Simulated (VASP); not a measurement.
Write the native input for VASP 6.6.1 that does the following.

| Property | Result |
| --- | --- |
| Task | relaxation of cell and atoms |
| Functional | r2SCAN |
| Dispersion | rVV10 |
| Potentials or basis | VASP PAW PBE potentials, release 64 (Pt) |
| Cutoff | 600 eV |
| k mesh | 18 × 18 × 18 |
| Occupations | methfessel-paxton, width 0.1 eV |
| Spin | no spin polarisation |
| Further INCAR settings | ALGO = Normal; EDIFF = 1e-07; IBRION = 2; EDIFFG = -0.005; NSW = 40; ISIF = 3 |

The structure of Pt lies in POSCAR:

```
Pt
1.0
    0.0000000000      1.9600000000      1.9600000000
    1.9600000000      0.0000000000      1.9600000000
    1.9600000000      1.9600000000      0.0000000000
Pt
1
Direct
    0.0000000000      0.0000000000      0.0000000000
```

The cell was built by a generator and needn't be a form met in nature.

The input as run:

INCAR

```
SYSTEM = Pt
PREC = Accurate
ENCUT = 600
EDIFF = 1E-7
ISMEAR = 1
SIGMA = 0.1
LREAL = .FALSE.
LASPH = .TRUE.
NELM = 120
ALGO = Normal
ISIF = 3
LWAVE = .FALSE.
LCHARG = .FALSE.
METAGGA = R2SCAN
LMIXTAU = .TRUE.
LUSE_VDW = .TRUE.
IVDW_NL = 2
BPARAM = 11.95
CPARAM = 0.0093
IBRION = 2
NSW = 40
EDIFFG = -0.005
```

KPOINTS

```
Automatic mesh
0
G
  18 18 18
  0 0 0
```

Potentials or basis: VASP PAW PBE potentials, release 64 (Pt).

The run is started by

```console
$ cat potpaw_PBE.64/Pt/POTCAR > POTCAR
$ mpirun -np 1 vasp_std > vasp.out
```

Results of the run:

| Quantity | Value |
| --- | --- |
| Relaxed volume | 15.23 Å³/atom |
| Relaxed cell | a = 2.782 Å, b = 2.782 Å, c = 2.782 Å, α = 60.00°, β = 60.00°, γ = 60.00° |
| Space group after relaxing (to 0.05 Å) | Fm-3m (No. 225) |
| Energy gained by relaxing | 1.6 meV/atom |
| Ionic steps | 3 |
| Pressure after relaxing | 0.0 GPa |
| Band gap on the k mesh | none (metal or under the smearing width) |

Caveat: the PAW data sets were made with another functional, which shifts forces and pressure a little.

Run time: 4.9 min on 1 thread of Intel(R) Xeon(R) Platinum 8488C (Sapphire Rapids) (shared host), peak memory 0.24 GiB.
